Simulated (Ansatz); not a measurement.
# V (Im-3m) in Ansatz: notebook

One crystal, V, is run at these levels: PBE; tasks: band structure.

Program: Ansatz 0.2.0. These are calculated values, not measurements. Logs are shortened: lines on timing, memory, paths and dates and some standing lists are left out, and cuts for length are marked.

### Step 1. The structure

Symmetry: Im-3m, No. 229, cubic system. Conventional cell: a = 3.029 Å, b = 3.029 Å, c = 3.029 Å, α = 90.00°, β = 90.00°, γ = 90.00°. V (site symmetry m-3m) has 8 V at 2.62 Å as nearest neighbours.

### Step 2. Band structure, PBE, collinear spin, ferromagnetic start

input.yaml

```yaml
crystal:
  lattice:
    - [-1.51435, 1.51435, 1.51435]
    - [1.51435, -1.51435, 1.51435]
    - [1.51435, 1.51435, -1.51435]
  atoms:
    - { symbol: V, position: [0.0, 0.0, 0.0], spin: 2.0 }
hamiltonian:
  xc: pbe
  pseudopotentials: { kind: nc, source: spms }
magnetization:
  spin_polarized: true
kpoints:
  mp_grid: { grid: [12, 12, 12] }
  band_path:
    path:
      - [[0.0, 0.0, 0.0], [0.5, -0.5, 0.5], [0.0, 0.0, 0.5], [0.0, 0.0, 0.0], [0.25, 0.25, 0.25], [0.5, -0.5, 0.5]]
      - [[0.25, 0.25, 0.25], [0.0, 0.0, 0.5]]
    npoints: 14
scf:
  occupations: { method: fermi_dirac, width: 0.05 }
  n_extra_bands: 6
output:
  forces: true
  stress: true
  eigenvalues: true
  fatbands: false
```

Potentials or basis: SPMS NC.

Started as:

```bash
$ ansatz run input.yaml --threads 2 --pin off --max-ram 5632MiB --backend cpu --events-out ev --progress --plain --runs-dir out
```

Output:

```text
Warning: RAYON_NUM_THREADS=2 ignored (pool sized by the plan → 2); use --threads N
scf.n_extra_bands = 6 over 7 filled bands (N_el = 13.0): the run solves 13 bands
Engine: ansatz 0.2.0, aarch64-unknown-linux-gnu
Pseudopotentials: kind: nc
Pseudopotential: V, nc, valence charge 13, recommended cutoff 843.5529736256279 eV (normal), V.nc.azcp
Functional definition: PBE
  parameter kappa = 0.804
  parameter beta = 0.06672455060314922
  exchange = pbe_x(kappa = kappa, mu = beta*pi^2/3)
  correlation = pbe_c(beta = beta)
Crystal: 1 atoms, lattice volume = 13.891 Å³
Basis set: ecut = 843.5529736256279 eV, 767 PW (Γ), exchange–correlation on 50×50×50 points (8 copies of the dense FFT grid, shifted against one another)
Bands: 13, of which v1, the nominal top of the filled ones, is band 7 counted from 1 (6 counted from 0)
Symmetry: 48 space group operations
Space group: Im-3m (ITA 229), of the structure as read, at distance tolerance 2.4e-5 Å
Magnetic group: BNS 229.140 (UNI 1642), of the structure as read, at distance tolerance 2.4e-5 Å
k-points: 72 of 1728
Non-local potential: V, projectors of the file, l = 0: 2, l = 1: 2, l = 2: 2
Initial density: superposition of atomic densities (chi_scale 0.1, normalization cell)
Starting moments: Σ|m| = 2 μB on 1 of 1 site
Initial wavefunctions: pseudopotential atomic-orbital guess
Functional: x = pbe(κ = 0.804, μ = 0.2195149727645171), c = pbe(β = 0.06672455060314922)
SCF iter   1: F=—  HF=-1991.037546 eV  |F-HF|=—  |Δ(HF+E_count)|=         —  Δρ=1.46e-1 (↑1.46e-1 ↓7.93e-2)  dr2=7.59e-1  dr2_m=1.54e0  M=0.878 μB ∫|m|=0.878 μB  β_m=0.30  ethr=3.10e-3  ⟨swp⟩=5.9  Hψ=10869  notcnv=0
preconditioner: auto → none  [metal: Δε(μ)=0.013 eV  Ē_g=10.391 eV  σ=0.050 eV  W_gap=0.06  n_scr=0 (ndim 8)  ℏωp=22.3 eV  f_vac=0.000  D(μ)=1.57/eV (n_scr^D=18)]
SCF iter   2: F=—  HF=-1990.996696 eV  |F-HF|=—  |Δ(HF+E_count)|=   4.09e-2  Δρ=9.01e-2 (↑9.01e-2 ↓7.42e-2)  dr2=6.22e-2  dr2_m=8.38e-1  M=0.798 μB ∫|m|=0.798 μB  β_m=0.30  ethr=3.10e-3  ⟨swp⟩=2.3  Hψ=3958  notcnv=0  defer=172
SCF iter   3: F=—  HF=-1991.087538 eV  |F-HF|=—  |Δ(HF+E_count)|=   9.08e-2  Δρ=6.27e-2 (↑6.20e-2 ↓6.27e-2)  dr2=5.55e-3  dr2_m=4.87e-1  M=0.715 μB ∫|m|=0.715 μB  β_m=0.30  ethr=4.78e-4  ⟨swp⟩=2.6  Hψ=2924  notcnv=0  defer=176
SCF iter   4: F=—  HF=-1991.152067 eV  |F-HF|=—  |Δ(HF+E_count)|=   6.45e-2  Δρ=4.75e-2 (↑4.69e-2 ↓4.75e-2)  dr2=7.47e-5  dr2_m=2.83e-1  M=0.661 μB ∫|m|=0.661 μB  β_m=0.30  ethr=4.27e-5  ⟨swp⟩=2.8  Hψ=2986  notcnv=0  defer=176
SCF iter   5: F=—  HF=-1991.189005 eV  |F-HF|=—  |Δ(HF+E_count)|=   3.69e-2  Δρ=3.55e-2 (↑3.55e-2 ↓3.51e-2)  dr2=1.64e-5  dr2_m=1.59e-1  M=0.637 μB ∫|m|=0.637 μB  β_m=0.30  ethr=5.75e-7  ⟨swp⟩=2.5  Hψ=2872  notcnv=0  defer=176
SCF iter   6: F=—  HF=-1991.209782 eV  |F-HF|=—  |Δ(HF+E_count)|=   2.08e-2  Δρ=2.66e-2 (↑2.64e-2 ↓2.66e-2)  dr2=3.36e-6  dr2_m=8.95e-2  M=0.618 μB ∫|m|=0.618 μB  β_m=0.30  ethr=1.26e-7  ⟨swp⟩=3.1  Hψ=3089  notcnv=0  defer=176
Mixer restart at iter 6: flushing history
spin-set hold released at iteration 6 (site moments contracting): the magnetisation degrees of freedom join the quasi-Newton model from the next iteration; the mixer history was flushed
SCF iter   7: F=—  HF=-1991.221734 eV  |F-HF|=—  |Δ(HF+E_count)|=   1.20e-2  Δρ=2.04e-2 (↑2.04e-2 ↓2.03e-2)  dr2=3.40e-6  dr2_m=5.28e-2  M=0.595 μB ∫|m|=0.595 μB  β_m=0.65  ethr=2.58e-8  ⟨swp⟩=3.7  Hψ=3550  notcnv=0  defer=176
SCF iter   8: F=—  HF=-1991.242637 eV  |F-HF|=—  |Δ(HF+E_count)|=   2.09e-2  Δρ=4.73e-3 (↑4.60e-3 ↓4.73e-3)  dr2=4.55e-5  dr2_m=2.74e-3  M=0.449 μB ∫|m|=0.449 μB  β_m=0.82  ethr=2.58e-8  ⟨swp⟩=3.6  Hψ=4364  notcnv=0  defer=176
SCF iter   9: F=—  HF=-1991.245577 eV  |F-HF|=—  |Δ(HF+E_count)|=   2.94e-3  Δρ=3.66e-3 (↑3.66e-3 ↓2.98e-3)  dr2=9.10e-5  dr2_m=1.39e-3  M=0.371 μB ∫|m|=0.371 μB  β_m=0.91  ethr=2.58e-8  ⟨swp⟩=3.1  Hψ=3757  notcnv=0  defer=174
SCF iter  10: F=—  HF=-1991.249494 eV  |F-HF|=—  |Δ(HF+E_count)|=   3.92e-3  Δρ=3.41e-3 (↑1.74e-3 ↓3.41e-3)  dr2=1.55e-3  dr2_m=5.03e-4  M=0.241 μB ∫|m|=0.241 μB  β_m=0.77  ethr=2.58e-8  ⟨swp⟩=3.4  Hψ=4090  notcnv=0  defer=174
SCF iter  11: F=—  HF=-1991.250892 eV  |F-HF|=—  |Δ(HF+E_count)|=   1.40e-3  Δρ=8.97e-4 (↑6.35e-4 ↓8.97e-4)  dr2=1.14e-5  dr2_m=6.95e-5  M=0.097 μB ∫|m|=0.097 μB  β_m=0.88  ethr=2.58e-8  ⟨swp⟩=3.2  Hψ=4008  notcnv=0  defer=175
SCF iter  12: F=—  HF=-1991.251134 eV  |F-HF|=—  |Δ(HF+E_count)|=   2.42e-4  Δρ=2.36e-4 (↑2.36e-4 ↓2.05e-4)  dr2=2.56e-7  dr2_m=6.12e-6  M=0.033 μB ∫|m|=0.033 μB  β_m=0.94  ethr=2.58e-8  ⟨swp⟩=3.1  Hψ=3601  notcnv=0  defer=175
SCF iter  13: F=—  HF=-1991.251154 eV  |F-HF|=—  |Δ(HF+E_count)|=   1.98e-5  Δρ=1.15e-4 (↑9.19e-5 ↓1.15e-4)  dr2=7.86e-8  dr2_m=1.32e-6  M=0.015 μB ∫|m|=0.015 μB  β_m=0.97  ethr=7.69e-10  ⟨swp⟩=10.6  Hψ=10793  notcnv=0
SCF iter  14: F=—  HF=-1991.251159 eV  |F-HF|=—  |Δ(HF+E_count)|=   4.60e-6  Δρ=3.60e-5 (↑2.86e-5 ↓3.60e-5)  dr2=9.96e-9  dr2_m=1.26e-7  M=0.005 μB ∫|m|=0.005 μB  β_m=0.98  ethr=6.05e-10  ⟨swp⟩=6.7  Hψ=9086  notcnv=0
SCF iter  15: F=—  HF=-1991.251159 eV  |F-HF|=—  |Δ(HF+E_count)|=   5.30e-7  Δρ=4.26e-6 (↑3.14e-6 ↓4.26e-6)  dr2=6.01e-10  dr2_m=1.48e-9  M=0.001 μB ∫|m|=0.001 μB  β_m=0.98  ethr=7.66e-11  ⟨swp⟩=5.5  Hψ=8383  notcnv=0
SCF iter  16: F=—  HF=-1991.251159 eV  |F-HF|=—  |Δ(HF+E_count)|=   7.62e-9  Δρ=1.48e-6 (↑1.28e-6 ↓1.48e-6)  dr2=1.33e-11  dr2_m=2.30e-10  M=0.000 μB ∫|m|=0.000 μB  β_m=0.99  ethr=4.63e-12  ⟨swp⟩=3.0  Hψ=4303  notcnv=0
SCF iter  17: F=-1991.251159 eV  HF=-1991.251159 eV  |F-HF|=1.14e-12  |Δ(HF+E_count)|=   1.20e-9  Δρ=1.10e-7 (↑9.11e-8 ↓1.10e-7)  dr2=3.81e-13  dr2_m=1.10e-12  M=0.000 μB ∫|m|=0.000 μB  ethr=1.00e-12  ⟨swp⟩=3.0  Hψ=4294  notcnv=0
WARN: the starting moments were not kept: the SCF closed with an absolute magnetisation of 1.1e-5 μB, where they sum to 2 μB in size (1 site). That is at most 0.1 of that sum. Measured as dr2_m measures the in/out step, that magnetisation stands 6.2e-11 eV from none, at or under the dr2_threshold of 1.0e-7 eV: it is no larger than a step whose dr2_m would equal this threshold. The system may hold no moment; this SCF shows only that its start led to no more than that. To try another start: raise the starting moments (crystal.atoms[].spin, magnetization.per_species, magnetization.initial_magnetization, or on a non-collinear deck that types none of these the spinor_matrix: blocks that start its atoms; where the total moment is fixed, keep their sum and leave initial_magnetization as it is; typed ones take the place of any that the run laid by itself, positive ones on a crystal's lanthanoids without a Hubbard term where scf.initial_density.shell_occupations: [] is typed) or, if the notice of its spin-set hold's release reads "site moments contracting" or "site moments show no strong build", lengthen the hold (scf.mixing.spin_hold: { on: { confirm: 4 } }; for m-r²SCAN on two components see the key's manual first). Each may lead to a state that holds a moment. A second SCF, from the converged charge density, with the starting moments and any scf.initial_density.shell_occupations laid on it anew, would have followed, and was not run: the deck does not ask for one (magnetization.retry_lost_moments is false, the default). To let it run, set magnetization.retry_lost_moments: true and run the deck again, where that key's refused combinations let it; where memory then withholds it, that run's warning says so.
SCF 1 converged in 17 iterations: F = -1991.251159 eV  dr2 = 3.81e-13
NSCF: frozen V_eff on 86 k-points
SCF converged after 17 iterations
Magnetization: 0.0000 μB (6.5000 up, 6.5000 down)
Absolute magnetization: 0.0000 μB (∫|ρ↑−ρ↓|)
Spin contamination: 0.0000 ħ² per cell (⟨S²⟩ above its minimum at these occupations)
Per-site moments (μB) at R_I (Å): [(9.156825919568966e-6, 1.081959095432296)]
Free energy (F): -1991.251159 eV
Harris-Foulkes:  -1991.251159 eV  (|F-HF|=1.14e-12)
Internal energy: -1991.233430 eV  (E = F + TS)
E sigma→0 (E₀):  -1991.242295 eV
Entropy (-TS):   -0.017729 eV (-17.729 meV/atom)
Fermi energy:    16.198139 eV
--- Per-component energies (eV) ---
  E_band       = -149.156682
  E_kinetic    = 785.800707
  E_local      = -1228.434401  (includes V_loc(G=0)·N_el)
  E_nonlocal   = -167.713452
  E_hartree    = 386.010323
  E_xc         = -304.846803
  E_vxc        = -310.830161  (∫ρ·V_xc dr)
  E_ewald      = -1462.049804
  E_smearing   = -0.017729  (= −TS)
  E_closure    = 0.000000  (closes the sum)
  Σ components = -1991.251159   (vs F -1991.251159, Δ=0.00e0)
--- Forces (eV/Å), atoms counted from 1 ---
  atom   1  V      0.00000000    -0.00000000     0.00000000
  max |Σ_I F_I| component: 8.55e-31 eV/Å
--- Stress (GPa, compression-positive) ---
       -5.185464       0.000000      -0.000000
       -0.000000      -5.185464      -0.000000
       -0.000000       0.000000      -5.185464
  P = ⅓ Tr σ = -5.1855 GPa (-51.855 kbar)
--- Band table (eV; the first three rows and the last of 144) ---
  k-point 0 ↑: bands = ["-47.5732", "-20.9040", "-20.9040", "-20.9040", "9.6596", "16.6174", "16.6174", "16.6174", "18.5558", "18.5558", "36.5767", "36.5767", "36.5767"]
  k-point 1 ↑: bands = ["-47.5617", "-20.9611", "-20.9216", "-20.9044", "9.9308", "16.5041", "16.5900", "16.8092", "18.4320", "18.5637", "35.9902", "36.4878", "36.7786"]
  k-point 2 ↑: bands = ["-47.5300", "-21.1151", "-20.9693", "-20.9054", "10.6941", "16.2072", "16.4404", "17.3576", "18.2396", "18.5957", "34.3456", "35.8501", "37.2868"]
  k-point 71 ↓: bands = ["-47.2770", "-21.4654", "-21.4654", "-21.4654", "13.3387", "13.3387", "19.8048", "19.8048", "19.8048", "26.1191", "26.1191", "26.1191", "32.6550"]
```

It took 4 s on 2 threads of Arm Neoverse V2, shared host; peak memory 0.27 GiB.

Results:

* Free energy: -1991.2512 eV
* Pressure: -5.2 GPa
* Band gap on the k mesh: none (metal or under the smearing width)
* Net moment: 0.00 μB per cell
* Absolute moment: 0.00 μB per cell

Levels at the corners of the path, in eV from the Fermi level:
Spin up:
| point | band 4 | band 5 | band 6 | band 7 | band 8 | band 9 |
| --- | --- | --- | --- | --- | --- | --- |
| Γ | -37.10 | -6.54 | 0.42 | 0.42 | 0.42 | 2.36 |
| H | -37.66 | -2.86 | -2.86 | 3.61 | 3.61 | 3.61 |
| N | -37.11 | -3.08 | -1.06 | 1.52 | 2.35 | 2.70 |
| Γ | -37.10 | -6.54 | 0.42 | 0.42 | 0.42 | 2.36 |
| P | -37.51 | -1.09 | -1.09 | -1.09 | 2.76 | 2.76 |
| H | -37.66 | -2.86 | -2.86 | 3.61 | 3.61 | 3.61 |
| P | -37.51 | -1.09 | -1.09 | -1.09 | 2.76 | 2.76 |
| N | -37.11 | -3.08 | -1.06 | 1.52 | 2.35 | 2.70 |
Spin down:
| point | band 3 | band 4 | band 5 | band 6 | band 7 | band 8 | band 9 | band 10 |
| --- | --- | --- | --- | --- | --- | --- | --- | --- |
| Γ | -37.10 | -37.10 | -6.54 | 0.42 | 0.42 | 0.42 | 2.36 | 2.36 |
| H | -37.66 | -37.66 | -2.86 | -2.86 | 3.61 | 3.61 | 3.61 | 9.92 |
| N | -37.36 | -37.11 | -3.08 | -1.06 | 1.52 | 2.35 | 2.70 | 3.98 |
| Γ | -37.10 | -37.10 | -6.54 | 0.42 | 0.42 | 0.42 | 2.36 | 2.36 |
| P | -37.51 | -37.51 | -1.09 | -1.09 | -1.09 | 2.76 | 2.76 | 10.10 |
| H | -37.66 | -37.66 | -2.86 | -2.86 | 3.61 | 3.61 | 3.61 | 9.92 |
| P | -37.51 | -37.51 | -1.09 | -1.09 | -1.09 | 2.76 | 2.76 | 10.10 |
| N | -37.36 | -37.11 | -3.08 | -1.06 | 1.52 | 2.35 | 2.70 | 3.98 |

Caveat: the pressure holds a Pulay correction of +0.5 GPa for the finite cutoff; the starting moments weren't kept.

### Step 3. Band structure, PBE, collinear spin, ferromagnetic start

Edit input.yaml of step 2 so:

```diff
@@ -9,3 +9,3 @@
   xc: pbe
-  pseudopotentials: { kind: nc, source: spms }
+  pseudopotentials: { kind: nc, accuracy: standard }
 magnetization:
@@ -26,2 +26,2 @@
   eigenvalues: true
-  fatbands: false
+  fatbands: true
```

Potentials or basis: PseudoDojo standard (PBE files).

Started as:

```bash
$ ansatz run input.yaml --threads 2 --pin off --max-ram 5632MiB --backend cpu --events-out ev --progress --plain --runs-dir out
```

Run time: 6.1 s. Hardware: 2 threads of Arm Neoverse V2, shared host; peak memory 0.32 GiB.

Results (log left out):

- Free energy: -2008.4325 eV
- Pressure: -5.3 GPa
- Band gap on the k mesh: none (metal or under the smearing width)
- Net moment: 0.00 μB per cell
- Absolute moment: 0.00 μB per cell

Levels at the corners of the path, in eV from the Fermi level:
Spin up:
```csv
point,band 3,band 4,band 5,band 6,band 7,band 8,band 9,band 10
Γ,-37.10,-37.10,-6.53,0.42,0.42,0.42,2.36,2.36
H,-37.66,-37.66,-2.86,-2.86,3.60,3.60,3.60,9.92
N,-37.36,-37.10,-3.08,-1.06,1.52,2.35,2.70,3.98
Γ,-37.10,-37.10,-6.53,0.42,0.42,0.42,2.36,2.36
P,-37.50,-37.50,-1.08,-1.08,-1.08,2.76,2.76,10.10
H,-37.66,-37.66,-2.86,-2.86,3.60,3.60,3.60,9.92
P,-37.50,-37.50,-1.08,-1.08,-1.08,2.76,2.76,10.10
N,-37.36,-37.10,-3.08,-1.06,1.52,2.35,2.70,3.98
```
Spin down:
```tsv
point	band 3	band 4	band 5	band 6	band 7	band 8	band 9	band 10
Γ	-37.10	-37.10	-6.53	0.42	0.42	0.42	2.36	2.36
H	-37.66	-37.66	-2.86	-2.86	3.60	3.60	3.60	9.92
N	-37.36	-37.10	-3.08	-1.06	1.52	2.35	2.70	3.98
Γ	-37.10	-37.10	-6.53	0.42	0.42	0.42	2.36	2.36
P	-37.50	-37.50	-1.08	-1.08	-1.08	2.76	2.76	10.10
H	-37.66	-37.66	-2.86	-2.86	3.60	3.60	3.60	9.92
P	-37.50	-37.50	-1.08	-1.08	-1.08	2.76	2.76	10.10
N	-37.36	-37.10	-3.08	-1.06	1.52	2.35	2.70	3.98
```

Caveat: the starting moments weren't kept.

### Step 4. Band structure, PBE, collinear spin, ferromagnetic start

Edit input.yaml of step 3 so:

```diff
@@ -9,3 +9,3 @@
   xc: pbe
-  pseudopotentials: { kind: nc, accuracy: standard }
+  pseudopotentials: { kind: nc, accuracy: stringent }
 magnetization:
@@ -26,2 +26,6 @@
   eigenvalues: true
-  fatbands: true
+  fatbands: false
+  write_density: true
+  write_potential: true
+  elf: true
+  volumetric_format: npy
```

Potentials or basis: PseudoDojo stringent (PBE files).

Started as:

```bash
$ ansatz run input.yaml --threads 2 --pin off --max-ram 5632MiB --backend cpu --events-out ev --progress --plain --runs-dir out
```

Wall time 6.2 s (2 threads of Arm Neoverse V2, shared host); peak memory 0.33 GiB.

The run converged. Its results:

- Free energy: -2008.4325 eV
- Pressure: -5.3 GPa
- Band gap on the k mesh: none (metal or under the smearing width)
- Net moment: 0.00 μB per cell
- Absolute moment: 0.00 μB per cell

Levels at the corners of the path, in eV from the Fermi level:
Spin up:
| point | band 2 | band 3 | band 4 | band 5 | band 6 | band 7 | band 8 | band 9 | band 10 | band 11 |
| --- | --- | --- | --- | --- | --- | --- | --- | --- | --- | --- |
| Γ | -37.10 | -37.10 | -37.10 | -6.53 | 0.42 | 0.42 | 0.42 | 2.36 | 2.36 | 20.32 |
| H | -37.66 | -37.66 | -37.66 | -2.86 | -2.86 | 3.60 | 3.60 | 3.60 | 9.92 | 9.92 |
| N | -37.92 | -37.36 | -37.10 | -3.08 | -1.06 | 1.52 | 2.35 | 2.70 | 3.98 | 9.80 |
| Γ | -37.10 | -37.10 | -37.10 | -6.53 | 0.42 | 0.42 | 0.42 | 2.36 | 2.36 | 20.32 |
| P | -37.50 | -37.50 | -37.50 | -1.08 | -1.08 | -1.08 | 2.76 | 2.76 | 10.10 | 10.10 |
| H | -37.66 | -37.66 | -37.66 | -2.86 | -2.86 | 3.60 | 3.60 | 3.60 | 9.92 | 9.92 |
| P | -37.50 | -37.50 | -37.50 | -1.08 | -1.08 | -1.08 | 2.76 | 2.76 | 10.10 | 10.10 |
| N | -37.92 | -37.36 | -37.10 | -3.08 | -1.06 | 1.52 | 2.35 | 2.70 | 3.98 | 9.80 |
Spin down:
| point | band 2 | band 3 | band 4 | band 5 | band 6 | band 7 | band 8 | band 9 | band 10 | band 11 |
| --- | --- | --- | --- | --- | --- | --- | --- | --- | --- | --- |
| Γ | -37.10 | -37.10 | -37.10 | -6.53 | 0.42 | 0.42 | 0.42 | 2.36 | 2.36 | 20.32 |
| H | -37.66 | -37.66 | -37.66 | -2.86 | -2.86 | 3.60 | 3.60 | 3.60 | 9.92 | 9.92 |
| N | -37.92 | -37.36 | -37.10 | -3.08 | -1.06 | 1.52 | 2.35 | 2.70 | 3.98 | 9.80 |
| Γ | -37.10 | -37.10 | -37.10 | -6.53 | 0.42 | 0.42 | 0.42 | 2.36 | 2.36 | 20.32 |
| P | -37.50 | -37.50 | -37.50 | -1.08 | -1.08 | -1.08 | 2.76 | 2.76 | 10.10 | 10.10 |
| H | -37.66 | -37.66 | -37.66 | -2.86 | -2.86 | 3.60 | 3.60 | 3.60 | 9.92 | 9.92 |
| P | -37.50 | -37.50 | -37.50 | -1.08 | -1.08 | -1.08 | 2.76 | 2.76 | 10.10 | 10.10 |
| N | -37.92 | -37.36 | -37.10 | -3.08 | -1.06 | 1.52 | 2.35 | 2.70 | 3.98 | 9.80 |

Caveat: the starting moments weren't kept.

(Continued in part 2 of 2.)
